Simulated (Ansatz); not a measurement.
All numbers below come from Ansatz 0.2.0, DFT, PBE, PAW with Ansatz's default frozen-core files, scalar-relativistic.

Fixed geometries (conventional cell, sites, source; prototypes and MP cells may be hypothetical) and settings:

MgI2: Fm-3m, a = 7.53 Å, b = 7.53 Å, c = 7.53 Å, α = 90.00°, β = 90.00°, γ = 90.00°; Mg 4a (0.000 0.000 0.000), I 8c (0.250 0.750 0.750); fluorite type, relaxed by us; 10×10×10 k mesh, smearing 0.03 eV, no spin
Mg2Ge: Fm-3m, a = 6.38 Å, b = 6.38 Å, c = 6.38 Å, α = 90.00°, β = 90.00°, γ = 90.00°; Mg 8c (0.250 0.750 0.750), Ge 4a (0.000 0.000 0.000); COD 9009014, reported, may be off; 10×10×10 k mesh, smearing 0.03 eV, no spin
Mg2Si: Fm-3m, a = 6.36 Å, b = 6.36 Å, c = 6.36 Å, α = 90.00°, β = 90.00°, γ = 90.00°; Si 4a (0.000 0.000 0.000), Mg 8c (0.250 0.750 0.750); fluorite type, relaxed by us; 10×10×10 k mesh, smearing 0.05 eV, no spin
MgH2: Fm-3m, a = 4.76 Å, b = 4.76 Å, c = 4.76 Å, α = 90.00°, β = 90.00°, γ = 90.00°; Mg 4a (0.000 0.000 0.000), H 8c (0.250 0.750 0.750); fluorite type, relaxed by us; 14×14×14 k mesh, smearing 0.05 eV, no spin

Semilocal functionals give too small gaps and can close them; gaps under 0.4 eV may also close off the mesh.

Spin–orbit coupling is left out, though it moves levels of the heavy atoms by tenths of an eV or more.

(1) Order by the Bader charge on Mg, lowest value first.
A. MgI2 (Fm-3m)
B. Mg2Ge (Fm-3m)
C. MgH2 (Fm-3m)
D. Mg2Si (Fm-3m)

Answers

(1) B (+1.47 e), D (+1.48 e), A (+1.62 e), C (+1.67 e).
